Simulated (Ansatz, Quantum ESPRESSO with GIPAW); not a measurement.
# La2O3: NMR parameters from first principles

Wanted: NMR shieldings and quadrupolar couplings for each site of La2O3.

Calculated with Quantum ESPRESSO with GIPAW 8.0dev (patched build); DFT, PBEsol, plane-wave PAW (pslibrary 1.0.0 recipes), scalar-relativistic, GIPAW; a patched development version of the program.

## (1) Starting point

The structure is trigonal, space group P-3m1 (No. 164). Conventional cell: a = 3.931 Å, b = 3.931 Å, c = 6.112 Å, α = 90.00°, β = 90.00°, γ = 120.00°. La has 7 O at 2.36 to 2.73 Å nearest. Nearest to O lie 6 La at 2.73 Å. Nearest to O lie 4 La at 2.36 to 2.44 Å. Farther neighbours and most contacts between anions are not listed.

The cell is a computed entry of the Materials Project; it need not be the form that is stable at ambient conditions.

This structure had its atoms relaxed beforehand (DFT, PBEsol, plane-wave PAW (pslibrary 1.0.0 recipes), Quantum ESPRESSO with GIPAW), starting from the database entry, since shieldings follow bond lengths closely.

## (2) The SCF step

GIPAW is a response on top of the ground state, so the wavefunctions come first. Their errors pass straight into the induced current, hence the tight threshold. No empty states are asked for: the response is solved without them. The mesh has a spacing of 0.37 Å⁻¹ at most. The PAW files were made with ld1.x from the pslibrary 1.0.0 recipes, with GIPAW reconstruction switched on.

Input file run_scf.py:

```python
from ase import Atoms
from ase.calculators.espresso import Espresso, EspressoProfile

atoms = Atoms(
    ['La', 'La', 'O', 'O', 'O'],
    cell=[
        [3.93077788, 0.00000000, 0.00000000],
        [-1.96538894, 3.40415350, 0.00000000],
        [0.00000000, 0.00000000, 6.11195352],
    ],
    scaled_positions=[
        [0.33333333, 0.66666667, 0.24710836],
        [0.66666667, 0.33333333, 0.75289164],
        [-0.00000000, -0.00000000, 0.00000000],
        [0.33333333, 0.66666667, 0.64555190],
        [0.66666667, 0.33333333, 0.35444810],
    ],
    pbc=True,
)
atoms.calc = Espresso(
    profile=EspressoProfile(command='mpirun -np 4 pw.x -nk 4', pseudo_dir='./'),
    pseudopotentials={
        'La': 'La.pbesol-spfn-kjpaw_psl.1.0.0-gipaw.UPF',
        'O': 'O.pbesol-n-kjpaw_psl.1.0.0-gipaw.UPF',
    },
    input_data={
        'control': {'calculation': 'scf', 'prefix': 'x', 'outdir': './tmp/'},
        'system': {'ecutwfc': 85, 'ecutrho': 540, 'nbnd': 20},
        'electrons': {'conv_thr': 1.0e-10, 'mixing_beta': 0.7, 'electron_maxstep': 100},
    },
    kpts=(5, 5, 3),
    koffset=(1, 1, 1),
)
print('energy', atoms.get_potential_energy(), 'eV')
```

ASE writes espresso.pwi from it and starts pw.x, whose log goes to espresso.pwo.

Input file espresso.pwi:

```
&CONTROL
   calculation      = 'scf'
   outdir           = './tmp/'
   prefix           = 'x'
   pseudo_dir       = './'
/
&SYSTEM
   nbnd             = 20
   ecutwfc          = 85
   ecutrho          = 540
   ntyp             = 2
   nat              = 5
   ibrav            = 0
/
&ELECTRONS
   electron_maxstep = 100
   conv_thr         = 1e-10
   mixing_beta      = 0.7
/
&IONS
/
&CELL
/
&FCP
/
&RISM
/
ATOMIC_SPECIES
La 138.90547 La.pbesol-spfn-kjpaw_psl.1.0.0-gipaw.UPF
O 15.999 O.pbesol-n-kjpaw_psl.1.0.0-gipaw.UPF

K_POINTS automatic
5 5 3  1 1 1

CELL_PARAMETERS angstrom
3.93077788000000 0.00000000000000 0.00000000000000
-1.96538894000000 3.40415350000000 0.00000000000000
0.00000000000000 0.00000000000000 6.11195352000000

ATOMIC_POSITIONS angstrom
La -0.0000000197 2.2694356780 1.5103148107  
La 1.9653889597 1.1347178220 4.6016387093  
O 0.0000000000 0.0000000000 0.0000000000  
O -0.0000000197 2.2694356780 3.9455832075  
O 1.9653889597 1.1347178220 2.1663703125
```

The run is started by

```bash
python run_scf.py
```

The log of the run:

```text
Warning: card &CELL ignored
Warning: card &FCP ignored
Warning: card &RISM ignored

     using ibrav=0 with symmetry is DISCOURAGED, use correct ibrav instead

     bravais-lattice index     =            0
     lattice parameter (alat)  =       7.4281  a.u.
     unit-cell volume          =     551.9049 (a.u.)^3
     number of atoms/cell      =            5
     number of atomic types    =            2
     number of electrons       =        40.00
     number of Kohn-Sham states=           20
     kinetic-energy cutoff     =      85.0000  Ry
     charge density cutoff     =     540.0000  Ry
     scf convergence threshold =      1.0E-10
     mixing beta               =       0.7000
     number of iterations used =            8  plain     mixing
     Exchange-correlation= SLA-PW-PSX-PSC
                           (   1   4  10   8   0   0   0)
[...]
La               11.00   138.90547     La( 1.00)
     O                 6.00    15.99900     O ( 1.00)

     12 Sym. Ops., with inversion, found
[...]
number of k points=    24
[...]
Dense  grid:   116953 G-vectors     FFT dimensions: (  60,  60,  90)

     Smooth grid:    58387 G-vectors     FFT dimensions: (  45,  45,  72)

     Check: negative core charge=   -0.000002

     Initial potential from superposition of free atoms

     starting charge      39.9455, renormalised to      40.0000
     Starting wfcs are   52 randomized atomic wfcs

     Self-consistent Calculation

     iteration #  1     ecut=    85.00 Ry     beta= 0.70
     Davidson diagonalization with overlap
     ethr =  1.00E-02,  avg # of iterations =  1.0

     total energy              =   -1026.70432091 Ry
     estimated scf accuracy    <       1.62706373 Ry

     iteration #  2     ecut=    85.00 Ry     beta= 0.70
     Davidson diagonalization with overlap
     ethr =  4.07E-03,  avg # of iterations =  6.2

     total energy              =   -1027.10288655 Ry
     estimated scf accuracy    <       3.29299937 Ry

     iteration #  3     ecut=    85.00 Ry     beta= 0.70
     Davidson diagonalization with overlap
     ethr =  4.07E-03,  avg # of iterations =  2.3

     total energy              =   -1026.98231290 Ry
     estimated scf accuracy    <       0.58439199 Ry

[...]
c_bands:  1 eigenvalues not converged
     c_bands: 10 eigenvalues not converged on the other pools
[...]
total energy              =   -1027.60735384 Ry
[...]
iteration # 59     ecut=    85.00 Ry     beta= 0.70
     Davidson diagonalization with overlap
     ethr =  1.10E-12,  avg # of iterations =  2.7

     total energy              =   -1027.60735384 Ry
     estimated scf accuracy    <          5.4E-10 Ry

     iteration # 60     ecut=    85.00 Ry     beta= 0.70
     Davidson diagonalization with overlap
     ethr =  1.10E-12,  avg # of iterations =  6.2

     End of self-consistent calculation
     [one-electron energies left out]

!    total energy              =   -1027.60735384 Ry
     total all-electron energy =    -34411.709258 Ry
     estimated scf accuracy    <          4.2E-12 Ry

     The total energy is the sum of the following terms:
     one-electron contribution =     -21.11937103 Ry
     hartree contribution      =      39.21500905 Ry
     xc contribution           =    -166.92462532 Ry
     ewald contribution        =    -195.77172385 Ry
     one-center paw contrib.   =    -683.00664269 Ry

     convergence has been achieved in  60 iterations
[...]
JOB DONE.
```

Wall time 3.5 min (4 MPI ranks of Arm Neoverse V2, shared host); peak memory 1.6 GiB; 14 min of CPU time.

It converged in 60 cycles to an estimated accuracy of 4e-12 Ry, on 24 irreducible k-points.

## (3) Magnetic response

The job finds the current that a weak uniform field induces (applied as a long wave, q_gipaw) and the field that this current makes at each nucleus. On atoms with p or d valence electrons much of the paramagnetic part arises close to the nucleus, where the PAW partial waves rebuild the true states. pawproj makes the reconstruction use the PAW data sets' own projectors.

Input file nmr.in:

```
&inputgipaw
  job = 'nmr'
  prefix = 'x'
  tmp_dir = './tmp/'
  restart_mode = 'from_scratch'
  verbosity = 'low'
  q_gipaw = 0.01
  spline_ps = .true.
  conv_threshold = 1.0d-11
  use_nmr_macroscopic_shape = .false.
  pawproj(1) = .true.
  pawproj(2) = .true.
/
```

The run is started by

```bash
mpirun -np 4 gipaw.x -in nmr.in > nmr.out
```

The log of the run:

```text
[banner, memory and clock lines left out]
[a note of our patched build left out]

     Parallelizing q-star over 1 images

     IMPORTANT: XC functional enforced from input :
     Exchange-correlation= PBESOL
                           (   1   4  10   8   0   0   0)
     Any further DFT definition will be discarded
     Please, verify this is what you really want

     Check: negative core charge=   -0.000002
[...]
projs nearly linearly dependent: l=0  n1,n2= 1, 2  s=  0.99388769
[...]
WARNING: some symmetry operations do not permute x, y and z, so the susceptibility and the shape term are
     wrong: all shieldings move alike (in wurtzite BN nosym gave 13 and 6 ppm more at 3 and 6 points an axis).
     Run pw.x with nosym, and raise the mesh until the susceptibility stays

     alpha_pv=     59.4972 eV

     spline_ps is .false., expect some extrapolation errors

     q-space interpolation up to   102.00 Rydberg

     GIPAW job: nmr
     NMR macroscopic correction: no
[...]
Computing the magnetic susceptibility     isolve=0    ethr=  0.1000E-10
     Starting from scratch
     k-point #    1 of    24      pool #  1    cpu time:       2.1
[...]
End of magnetic susceptibility calculation

     f-sum rule (1st term):
           -43.2109          0.0000          0.0000
            -0.0000        -43.2109          0.0000
             0.0000          0.0000        -43.2161

     f-sum rule (2nd term):
            -0.3605          0.0000          0.0000
             0.0000         -0.3605          0.0000
             0.0000          0.0000         -0.3552

     f-sum rule (should be   -43.5731):
           -43.5714          0.0000          0.0000
            -0.0000        -43.5714          0.0000
             0.0000          0.0000        -43.5714

[... susceptibilities left out ...]
     Contributions to the NMR chemical shifts: -------------------------------

     Macroscopic shape contribution in ppm:                    0.00
             0.0000          0.0000          0.0000
             0.0000          0.0000          0.0000
             0.0000          0.0000          0.0000

     Core contribution in ppm:

     Atom  1  La  pos: ( -0.000000  0.577350  0.384228)  core sigma:        6274.01
     Atom  2  La  pos: (  0.500000  0.288675  1.170669)  core sigma:        6274.01
     Atom  3  O   pos: (  0.000000  0.000000  0.000000)  core sigma:         270.50
     Atom  4  O   pos: ( -0.000000  0.577350  1.003767)  core sigma:         270.50
     Atom  5  O   pos: (  0.500000  0.288675  0.551130)  core sigma:         270.50

     Bare contribution in ppm:

     Atom  1  La  pos: ( -0.000000  0.577350  0.384228)  bare sigma:         -10.57
[...]
Atom  2  La  pos: (  0.500000  0.288675  1.170669)  bare sigma:         -10.57
[...]
Atom  3  O   pos: (  0.000000  0.000000  0.000000)  bare sigma:        -118.52
[...]
Atom  4  O   pos: ( -0.000000  0.577350  1.003767)  bare sigma:        -140.74
[...]
Atom  5  O   pos: (  0.500000  0.288675  0.551130)  bare sigma:        -140.74
[...]
Diamagnetic contribution in ppm:

     Atom  1  La  pos: ( -0.000000  0.577350  0.384228)  dia sigma:         -31.39
[...]
Atom  2  La  pos: (  0.500000  0.288675  1.170669)  dia sigma:         -31.39
[...]
Atom  3  O   pos: (  0.000000  0.000000  0.000000)  dia sigma:          16.86
[...]
Atom  4  O   pos: ( -0.000000  0.577350  1.003767)  dia sigma:          17.21
[...]
Atom  5  O   pos: (  0.500000  0.288675  0.551130)  dia sigma:          17.21
[...]
Paramagnetic contribution in ppm:

     Atom  1  La  pos: ( -0.000000  0.577350  0.384228)  para sigma:       -4924.32
[...]
Atom  2  La  pos: (  0.500000  0.288675  1.170669)  para sigma:       -4924.32
[...]
Atom  3  O   pos: (  0.000000  0.000000  0.000000)  para sigma:        -312.53
[...]
Atom  4  O   pos: ( -0.000000  0.577350  1.003767)  para sigma:        -375.90
[...]
Atom  5  O   pos: (  0.500000  0.288675  0.551130)  para sigma:        -375.90
[...]
Paramagnetic US occ-occ contribution in ppm:

     Atom  1  La  pos: ( -0.000000  0.577350  0.384228)  para_oo sigma:         -13.78
[...]
Atom  2  La  pos: (  0.500000  0.288675  1.170669)  para_oo sigma:         -13.78
[...]
Atom  3  O   pos: (  0.000000  0.000000  0.000000)  para_oo sigma:          -0.03
[...]
Atom  4  O   pos: ( -0.000000  0.577350  1.003767)  para_oo sigma:          -0.53
[...]
Atom  5  O   pos: (  0.500000  0.288675  0.551130)  para_oo sigma:          -0.53
[...]
Paramagnetic US L_R Q_R contribution in ppm:

     Atom  1  La  pos: ( -0.000000  0.577350  0.384228)  para_lq sigma:        2380.80
[...]
Atom  2  La  pos: (  0.500000  0.288675  1.170669)  para_lq sigma:        2380.80
[...]
Atom  3  O   pos: (  0.000000  0.000000  0.000000)  para_lq sigma:        -241.44
[...]
Atom  4  O   pos: ( -0.000000  0.577350  1.003767)  para_lq sigma:        -238.66
[...]
Atom  5  O   pos: (  0.500000  0.288675  0.551130)  para_lq sigma:        -238.66
[...]
Total NMR chemical shifts in ppm: ---------------------------------------
     (adopting the Simpson convention for anisotropy and asymmetry)-----------

     Atom  1  La  pos: ( -0.000000  0.577350  0.384228)  Total sigma:        3674.76
          3852.4306          0.0000          0.0000
             0.0000       3852.4306         -0.0000
             0.0000         -0.0000       3319.4096

     La      1    anisotropy:   -533.02    eta:    0.0000
[...]
Atom  2  La  pos: (  0.500000  0.288675  1.170669)  Total sigma:        3674.76
[... its tensor is left out ...]
     Atom  3  O   pos: (  0.000000  0.000000  0.000000)  Total sigma:        -385.16
          -418.2335          0.0000          0.0000
            -0.0000       -418.2335          0.0000
             0.0000         -0.0000       -319.0026

     O       3    anisotropy:     99.23    eta:    0.0000
[...]
Atom  4  O   pos: ( -0.000000  0.577350  1.003767)  Total sigma:        -468.11
          -403.6734         -0.0000          0.0000
            -0.0000       -403.6734         -0.0000
             0.0000         -0.0000       -596.9893

     O       4    anisotropy:   -193.32    eta:    0.0000
[...]
Atom  5  O   pos: (  0.500000  0.288675  0.551130)  Total sigma:        -468.11
[... its tensor is left out ...]
```

Wall time 10 min (4 MPI ranks); peak memory 1.2 GiB; 41 min of CPU time.

The f-sum rule is met to 0.0017 of 43.6 (0.004 %). Converged shieldings require that this miss be small, but a small miss does not prove them. gipaw.x warns that with these symmetry operations the susceptibility and the shape term are unreliable; the other terms are not touched.

From the symmetric part of each tensor, with principal values σ11 ≤ σ22 ≤ σ33: σ_iso is their mean, the span is σ33 − σ11 and the skew 3(σ_iso − σ22)/span. (gipaw.x prints an anisotropy in another convention.)

```csv
site,atom no.,atoms in cell,σ_iso (ppm),span (ppm),skew
La,1,2,3675,533,-1.00
O(1),3,1,-385.2,99.2,1.00
O(2),4,2,-468.1,193.3,-1.00
```

The macroscopic shape term is switched off. For a spherical sample the valence susceptibility of this run would add about 5 ppm to every site, a rough estimate, since the susceptibility converges slowly and lacks part of the PAW terms, above all in hexagonal and trigonal cells. Differences within the crystal don't depend on it, but shieldings of different compounds can't be compared to better than a few ppm without it.

An axis of order three or more runs through La, O(1) and O(2), so two principal values coincide and the skew is ±1. In this run the largest span among the lighter atoms is that of O(2) (site symmetry 3m), with principal values -597.0, -403.7 and -403.7 ppm.

How the isotropic values are made up (ppm). The core part is that of the free atom's core; bare is the current of the smooth valence states; the last two are what the PAW spheres add to the diamagnetic and the paramagnetic current:

| site | core | bare | reconstruction, dia | reconstruction, para |
| --- | --- | --- | --- | --- |
| La | 6274.0 | -10.6 | -31.4 | -2557.3 |
| O(1) | 270.5 | -118.5 | 16.9 | -554.0 |
| O(2) | 270.5 | -140.7 | 17.2 | -615.1 |

(Part 1 of 2 ends here.)

[Banner, clock, file and message-heading lines were taken out of the pw.x and gipaw.x logs.]

[Logs are printed without paths, hosts, clocks, repeated set-up lines and the standing remarks that a program may print on its own settings, such as how far it seeks lower states.]

[Hosts, paths, dates, database ids (printed as entryN), source tags and the programs' standing remarks are cut or masked in the printed files.]

[Where no reference line passes its bar on scatter, no shift is given, so a measured shift of this compound may stand uncompared.]
